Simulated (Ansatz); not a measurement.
# ZnS (F-43m) in Ansatz: settings compared

Aim: see how the results for ZnS move with the level of theory and the settings. Levels: SVWN5, PBE. Tasks: band structure, single point, equation of state.

Everything below comes from runs of Ansatz 0.2.0. Logs are shortened: lines on timing, memory, paths and dates and some standing lists are left out, and cuts for length are marked.

**The experiment to reproduce.**

From “Electronic, vibrational, and thermodynamic properties of ZnS (zincblende and rocksalt structure)”, 2009, arxiv:0911.5022, for a bulk crystal of ZnS: band gap 3.85 eV (direct) at 19 K; bulk modulus 76.9 GPa.

The results are compared with them further down.

## 1. The structure

The structure is cubic, space group F-43m (No. 216). The conventional cell has a = 5.404 Å, b = 5.404 Å, c = 5.404 Å, α = 90.00°, β = 90.00°, γ = 90.00°. Zn (site symmetry -43m) is surrounded by 4 S at 2.34 Å. S (site symmetry -43m) has 4 Zn at 2.34 Å as nearest neighbours.

## 2. Band structure, SVWN5

File input.yaml:

```yaml
crystal:
  lattice:
    - [0.0, 2.702, 2.702]
    - [2.702, 0.0, 2.702]
    - [2.702, 2.702, 0.0]
  atoms:
    - { symbol: Zn, position: [0.75, 0.75, 0.75] }
    - { symbol: S, position: [0.0, 0.0, 0.0] }
hamiltonian:
  xc: { exchange: slater, correlation: vwn5 }
  pseudopotentials: { kind: paw }
kpoints:
  mp_grid: { grid: [9, 9, 9] }
  band_path:
    path:
      - [[0.0, 0.0, 0.0], [0.5, 0.0, 0.5], [0.5, 0.25, 0.75], [0.375, 0.375, 0.75], [0.0, 0.0, 0.0], [0.5, 0.5, 0.5], [0.625, 0.25, 0.625], [0.5, 0.25, 0.75], [0.5, 0.5, 0.5], [0.375, 0.375, 0.75]]
      - [[0.625, 0.25, 0.625], [0.5, 0.0, 0.5]]
    npoints: 14
scf:
  occupations: { method: fermi_dirac, width: 0.05 }
  n_extra_bands: 6
output:
  forces: true
  stress: true
  eigenvalues: true
  fatbands: false
```

Potentials or basis: Ansatz PAW.

Started as:

```
$ ansatz run input.yaml --threads 2 --pin off --max-ram 5120MiB --backend cpu --events-out ev --progress --plain --runs-dir out
```

The program printed:

```text
Warning: RAYON_NUM_THREADS=2 ignored (pool sized by the plan → 2); use --threads N
scf.n_extra_bands = 6 over 9 filled bands (N_el = 18.0): the run solves 15 bands
Engine: ansatz 0.2.0, aarch64-unknown-linux-gnu
Pseudopotentials: kind: paw
Pseudopotential: Zn, paw, valence charge 12, recommended cutoff 420 eV (normal), Zn.paw.azcp
Pseudopotential: S, paw, valence charge 6, recommended cutoff 420 eV (normal), S.paw.azcp
Functional definition: unnamed
  exchange = slater_x
  correlation = vwn5_c
Crystal: 2 atoms, lattice volume = 39.454 Å³
Basis set: ecut = 420 eV, 749 PW (Γ)
Bands: 15, of which v1, the nominal top of the filled ones, is band 9 counted from 1 (8 counted from 0)
Symmetry: 24 space group operations
Space group: F-43m (ITA 216), of the structure as read, at distance tolerance 3.4e-5 Å
k-points: 35 of 729 (time reversal used)
Non-local potential: Zn, projectors of the file, l = 0: 2, l = 1: 2, l = 2: 3, l = 3: 1
Non-local potential: S, projectors of the file, l = 0: 2, l = 1: 2, l = 2: 2
PAW form: soft (Blöchl's): semilocal exchange-correlation on the pseudo side does not see the compensation charge
PAW frozen core: Zn, regenerated for the run's functional, and the local potential with it (the file was generated under x = pbe(κ = 0.804, μ = 0.2195149727645171), c = pbe(β = 0.06672455060314922))
PAW frozen core: S, regenerated for the run's functional, and the local potential with it (the file was generated under x = pbe(κ = 0.804, μ = 0.2195149727645171), c = pbe(β = 0.06672455060314922))
PAW one-centre angular grid: Zn, 590 points (default); XC on 64 Gauss nodes
PAW one-centre angular grid: S, 110 points (default); XC on 64 Gauss nodes
Initial density: superposition of atomic densities (neutral atoms: chi_scale 0, normalization atom), corrected by the library's trained network
Initial wavefunctions: pseudopotential atomic-orbital guess
Functional: x = slater, c = vwn5
SCF iter   1: F=—  HF=-4117.902449 eV  |F-HF|=—  |Δ(HF+E_count)|=         —  Δρ=6.98e-3  dr2=1.90e-2  ethr=1.77e-3  ⟨swp⟩=5.2  Hψ=2948  notcnv=0
preconditioner: auto → none  [insulator: Δε(μ)=1.788 eV  Ē_g=13.856 eV  σ=0.050 eV  W_gap=1.00  n_scr=14 (ndim 8)  ℏωp=25.1 eV  f_vac=0.026  D(μ)=0.00/eV (n_scr^D=0)  ε∞_Penn≈4.3]
SCF iter   2: F=—  HF=-4117.896511 eV  |F-HF|=—  |Δ(HF+E_count)|=   5.94e-3  Δρ=2.43e-3  dr2=1.08e-3  ethr=1.05e-4  ⟨swp⟩=3.0  Hψ=1256  notcnv=0  defer=53
SCF iter   3: F=—  HF=-4117.896215 eV  |F-HF|=—  |Δ(HF+E_count)|=   2.96e-4  Δρ=1.03e-3  dr2=2.04e-4  ethr=6.02e-6  ⟨swp⟩=1.3  Hψ=579  notcnv=0  defer=53
SCF iter   4: F=—  HF=-4117.896166 eV  |F-HF|=—  |Δ(HF+E_count)|=   4.83e-5  Δρ=1.09e-4  dr2=2.27e-6  ethr=1.13e-6  ⟨swp⟩=2.0  Hψ=746  notcnv=0  defer=53
SCF iter   5: F=—  HF=-4117.896167 eV  |F-HF|=—  |Δ(HF+E_count)|=   3.62e-7  Δρ=5.68e-5  dr2=1.03e-6  ethr=1.26e-8  ⟨swp⟩=2.0  Hψ=751  notcnv=0  defer=53
SCF iter   6: F=—  HF=-4117.896166 eV  |F-HF|=—  |Δ(HF+E_count)|=   3.33e-7  Δρ=2.13e-5  dr2=1.16e-7  ethr=5.70e-9  ⟨swp⟩=2.9  Hψ=793  notcnv=0  defer=53
SCF iter   7: F=-4117.896166 eV  HF=-4117.896166 eV  |F-HF|=4.48e-9  |Δ(HF+E_count)|=   4.15e-8  Δρ=4.18e-6  dr2=3.90e-9  ethr=5.56e-10  ⟨swp⟩=7.9  Hψ=2309  notcnv=0
SCF 1 converged in 7 iterations: F = -4117.896166 eV  dr2 = 3.90e-9
NSCF: frozen V_eff on 142 k-points
SCF converged after 7 iterations
Free energy (F): -4117.896166 eV
Harris-Foulkes:  -4117.896166 eV  (|F-HF|=4.48e-9)
Internal energy: -4117.896166 eV  (E = F + TS)
E sigma→0 (E₀):  -4117.896166 eV
Fermi energy:    6.471412 eV
--- Per-component energies (eV) ---
  E_band       = -1.859124
  E_kinetic    = 238.590215
  E_local      = -2045.958267  (includes V_loc(G=0)·N_el)
  E_nonlocal   = 646.413229
  E_hartree    = 852.183872
  E_xc         = -231.693644
  E_vxc        = -141.119760  (∫ρ·V_xc dr)
  E_paw        = -2325.764659  (= ΣΔE_a)
  E_vpaw       = -404.155269  (= ΣTr[D̂ρ^β])
  E_aug_tail   = -0.000361  (compensation charges beyond the density's cutoff)
  E_ewald      = -1253.379294
  E_core_change = 1.712742  (= ΣΔE_core)
  E_smearing   = -0.000000  (= −TS)
  E_closure    = 0.000000  (closes the sum)
  Σ components = -4117.896166   (vs F -4117.896166, Δ=0.00e0)
--- Forces (eV/Å), atoms counted from 1 ---
  atom   1  Zn     0.00000000    -0.00000000    -0.00000000
  atom   2  S     -0.00000000     0.00000000    -0.00000000
  max |Σ_I F_I| component: 2.31e-17 eV/Å
--- Stress (GPa, compression-positive) ---
       -4.605394      -0.000000      -0.000000
        0.000000      -4.605394       0.000000
       -0.000000       0.000000      -4.605394
  P = ⅓ Tr σ = -4.6054 GPa (-46.054 kbar)
--- Band table (eV; the first three rows and the last of 35) ---
  k-point 0: bands = ["-7.6248", "-0.9845", "-0.9845", "-0.9845", "-0.5021", "-0.5021", "5.5015", "5.5015", "5.5015", "7.3613", "11.7239", "11.7239", "11.7239", "17.0111", "17.0887"]
  k-point 1: bands = ["-7.5300", "-0.9841", "-0.9679", "-0.9679", "-0.5037", "-0.5037", "4.5219", "5.3807", "5.3807", "8.1042", "11.6149", "11.9308", "11.9308", "16.5705", "16.5705"]
  k-point 2: bands = ["-7.2736", "-0.9552", "-0.9290", "-0.9290", "-0.5027", "-0.5027", "2.9745", "5.1016", "5.1016", "8.7240", "11.9885", "12.2955", "12.2955", "16.2154", "16.2154"]
  k-point 34: bands = ["-6.3734", "-0.8560", "-0.7320", "-0.5729", "-0.5139", "-0.1421", "0.8589", "2.5484", "3.0839", "10.9046", "11.2604", "12.7849", "14.3086", "17.0746", "18.9164"]
```

Run time: 3 s. Hardware: 2 threads of Arm Neoverse V2, shared host; peak memory 0.29 GiB.

What came out:

| Property | Result |
| --- | --- |
| Free energy | -4117.8962 eV |
| Pressure | -4.6 GPa |
| Band gap on the k mesh | 1.86 eV, direct |
| Band gap along the path | 1.86 eV, direct |

Levels at the corners of the path, in eV from the valence-band top:
```csv
point,band 7,band 8,band 9,band 10,band 11,band 12
Γ,0.00,0.00,0.00,1.86,6.22,6.22
X,-4.67,-2.25,-2.25,3.19,3.88,10.69
W,-4.68,-2.80,-2.77,5.52,5.89,7.66
K,-4.71,-3.17,-1.83,3.93,5.80,9.14
Γ,0.00,0.00,0.00,1.86,6.22,6.22
L,-5.38,-0.88,-0.88,3.09,6.76,6.76
U,-4.71,-3.17,-1.83,3.93,5.80,9.14
W,-4.68,-2.80,-2.77,5.52,5.89,7.66
L,-5.38,-0.88,-0.88,3.09,6.76,6.76
K,-4.71,-3.17,-1.83,3.93,5.80,9.14
U,-4.71,-3.17,-1.83,3.93,5.80,9.14
X,-4.67,-2.25,-2.25,3.19,3.88,10.69
```

Caveat: the PAW data sets come from PBE, with cores solved anew for the run's functional, which leaves a small shift of forces and pressure.

## 3. Single point, PBE, 18.54 Å³/atom (volume scaled by 0.94)

File input.yaml:

```yaml
crystal:
  lattice:
    - [0.0, 2.6468416657, 2.6468416657]
    - [2.6468416657, 0.0, 2.6468416657]
    - [2.6468416657, 2.6468416657, 0.0]
  atoms:
    - { symbol: Zn, position: [0.75, 0.75, 0.75] }
    - { symbol: S, position: [0.0, 0.0, 0.0] }
hamiltonian:
  xc: pbe
  pseudopotentials: { kind: paw, core: small }
kpoints:
  mp_grid: { grid: [9, 9, 9] }
scf:
  occupations: { method: fermi_dirac, width: 0.05 }
output:
  forces: true
  stress: true
  eigenvalues: true
```

Potentials or basis: Ansatz PAW.

Started as:

```
$ ansatz run input.yaml --threads 2 --pin off --max-ram 5120MiB --backend cpu --events-out ev --progress --plain --runs-dir out
```

It took 1 s on 2 threads of Arm Neoverse V2, shared host; peak memory 0.29 GiB.

It converged, with:

| Quantity | Value |
| --- | --- |
| Free energy | -4222.6686 eV |
| Pressure | 7.0 GPa |
| Band gap on the k mesh | 2.38 eV, direct |

Caveat: odd divisions of the mesh miss points on the zone boundary, where band edges often lie, so the gap on the mesh can be too wide.

## 4. Single point, PBE, 18.94 Å³/atom (volume scaled by 0.96)

input.yaml, as its differences from that of step 3:

```diff
@@ -2,5 +2,5 @@
   lattice:
-    - [0.0, 2.6468416657, 2.6468416657]
-    - [2.6468416657, 0.0, 2.6468416657]
-    - [2.6468416657, 2.6468416657, 0.0]
+    - [0.0, 2.6654820099, 2.6654820099]
+    - [2.6654820099, 0.0, 2.6654820099]
+    - [2.6654820099, 2.6654820099, 0.0]
   atoms:
```

Started as:

```
$ ansatz run input.yaml --threads 2 --pin off --max-ram 5120MiB --backend cpu --events-out ev --progress --plain --runs-dir out
```

Wall time 1 s (2 threads of Arm Neoverse V2, shared host); peak memory 0.29 GiB.

It converged, with:

```yaml
Free_energy: -4222.6981 eV
Pressure: 5.0 GPa
Band_gap_on_the_k_mesh: 2.29 eV, direct
```

Caveat: odd divisions of the mesh miss points on the zone boundary, where band edges often lie, so the gap on the mesh can be too wide.

## 5. Single point, PBE, 19.33 Å³/atom (volume scaled by 0.98)

input.yaml, as its differences from that of step 4:

```diff
@@ -2,5 +2,5 @@
   lattice:
-    - [0.0, 2.6654820099, 2.6654820099]
-    - [2.6654820099, 0.0, 2.6654820099]
-    - [2.6654820099, 2.6654820099, 0.0]
+    - [0.0, 2.6838652254, 2.6838652254]
+    - [2.6838652254, 0.0, 2.6838652254]
+    - [2.6838652254, 2.6838652254, 0.0]
   atoms:
```

Started as:

```
$ ansatz run input.yaml --threads 2 --pin off --max-ram 5120MiB --backend cpu --events-out ev --progress --plain --runs-dir out
```

Run time: 1.1 s. Hardware: 2 threads of Arm Neoverse V2, shared host; peak memory 0.29 GiB.

The run converged. Its results:

```yaml
Free_energy: -4222.7183 eV
Pressure: 3.2 GPa
Band_gap_on_the_k_mesh: 2.20 eV, direct
```

Caveat: odd divisions of the mesh miss points on the zone boundary, where band edges often lie, so the gap on the mesh can be too wide.

## 6. Single point, PBE, 19.73 Å³/atom

input.yaml, as its differences from that of step 5:

```diff
@@ -2,5 +2,5 @@
   lattice:
-    - [0.0, 2.6838652254, 2.6838652254]
-    - [2.6838652254, 0.0, 2.6838652254]
-    - [2.6838652254, 2.6838652254, 0.0]
+    - [0.0, 2.702, 2.702]
+    - [2.702, 0.0, 2.702]
+    - [2.702, 2.702, 0.0]
   atoms:
```

Potentials or basis: Ansatz PAW.

Started as:

```
$ ansatz run input.yaml --threads 2 --pin off --max-ram 5120MiB --backend cpu --events-out ev --progress --plain --runs-dir out
```

Run time: 1.1 s. Hardware: 2 threads of Arm Neoverse V2, shared host; peak memory 0.3 GiB.

It converged, with:

```yaml
Free_energy: -4222.7301 eV
Pressure: 1.6 GPa
Band_gap_on_the_k_mesh: 2.11 eV, direct
```

Caveat: odd divisions of the mesh miss points on the zone boundary, where band edges often lie, so the gap on the mesh can be too wide.

## 7. Single point, PBE, 20.12 Å³/atom (volume scaled by 1.02)

input.yaml, as its differences from that of step 6:

```diff
@@ -2,5 +2,5 @@
   lattice:
-    - [0.0, 2.702, 2.702]
-    - [2.702, 0.0, 2.702]
-    - [2.702, 2.702, 0.0]
+    - [0.0, 2.7198945612, 2.7198945612]
+    - [2.7198945612, 0.0, 2.7198945612]
+    - [2.7198945612, 2.7198945612, 0.0]
   atoms:
```

Started as:

```
$ ansatz run input.yaml --threads 2 --pin off --max-ram 5120MiB --backend cpu --events-out ev --progress --plain --runs-dir out
```

Wall time 1.1 s (2 threads of Arm Neoverse V2, shared host); peak memory 0.3 GiB.

The run converged. Its results:

```
Free energy            : -4222.7343 eV
Pressure               : 0.1 GPa
Band gap on the k mesh : 2.02 eV, direct
```

Caveat: odd divisions of the mesh miss points on the zone boundary, where band edges often lie, so the gap on the mesh can be too wide.

## 8. Single point, PBE, 20.52 Å³/atom (volume scaled by 1.04)

input.yaml, as its differences from that of step 7:

```diff
@@ -2,5 +2,5 @@
   lattice:
-    - [0.0, 2.7198945612, 2.7198945612]
-    - [2.7198945612, 0.0, 2.7198945612]
-    - [2.7198945612, 2.7198945612, 0.0]
+    - [0.0, 2.7375567091, 2.7375567091]
+    - [2.7375567091, 0.0, 2.7375567091]
+    - [2.7375567091, 2.7375567091, 0.0]
   atoms:
```

Started as:

```
$ ansatz run input.yaml --threads 2 --pin off --max-ram 5120MiB --backend cpu --events-out ev --progress --plain --runs-dir out
```

It took 1.1 s on 2 threads of Arm Neoverse V2, shared host; peak memory 0.3 GiB.

Results (log left out):

```
Free energy            : -4222.7318 eV
Pressure               : -1.2 GPa
Band gap on the k mesh : 1.94 eV, direct
```

Caveat: odd divisions of the mesh miss points on the zone boundary, where band edges often lie, so the gap on the mesh can be too wide.

## 9. Single point, PBE, 20.91 Å³/atom (volume scaled by 1.06)

input.yaml, as its differences from that of step 8:

```diff
@@ -2,5 +2,5 @@
   lattice:
-    - [0.0, 2.7375567091, 2.7375567091]
-    - [2.7375567091, 0.0, 2.7375567091]
-    - [2.7375567091, 2.7375567091, 0.0]
+    - [0.0, 2.7549938462, 2.7549938462]
+    - [2.7549938462, 0.0, 2.7549938462]
+    - [2.7549938462, 2.7549938462, 0.0]
   atoms:
```

Potentials or basis: Ansatz PAW.

Started as:

```
$ ansatz run input.yaml --threads 2 --pin off --max-ram 5120MiB --backend cpu --events-out ev --progress --plain --runs-dir out
```

Run time: 1.1 s. Hardware: 2 threads of Arm Neoverse V2, shared host; peak memory 0.3 GiB.

The run converged. Its results:

```
Free energy            : -4222.7231 eV
Pressure               : -2.3 GPa
Band gap on the k mesh : 1.86 eV, direct
```

Caveat: odd divisions of the mesh miss points on the zone boundary, where band edges often lie, so the gap on the mesh can be too wide.

## 10. Equation of state, PBE

Potentials or basis: Ansatz PAW small core.

No new run: the results of the series are fitted here.

What came out:

* Equilibrium volume: 20.16 Å³/atom
* Bulk modulus: 70 GPa
* Pressure derivative of the bulk modulus: 4.4

Energy against volume, from the lowest point:
```csv
volume (Å³/atom),energy (meV/atom)
18.543,32.86
18.938,18.09
19.332,8.00
19.727,2.11
20.121,0.00
20.516,1.27
20.910,5.60
```

## 11. How close it comes

Step 2. Measured gap of ZnS: 3.85 eV (direct; 19 K; quoted in “Electronic, vibrational, and thermodynamic properties of ZnS (zincblende and rocksalt structure)”, 2009, arxiv:0911.5022). This calculation gives 1.86 eV (-1.99 eV). So large a miss can be the level of theory's own, or it may mean another phase, state or a wrong row. The value is that of SVWN5, without temperature or zero-point motion.

Step 10. Measured bulk modulus of ZnS: 76.9 GPa (quoted in “Electronic, vibrational, and thermodynamic properties of ZnS (zincblende and rocksalt structure)”, 2009, arxiv:0911.5022). This calculation gives 70 GPa (-9.6 %). The fit is for a static lattice scaled at fixed shape and fixed fractional positions.
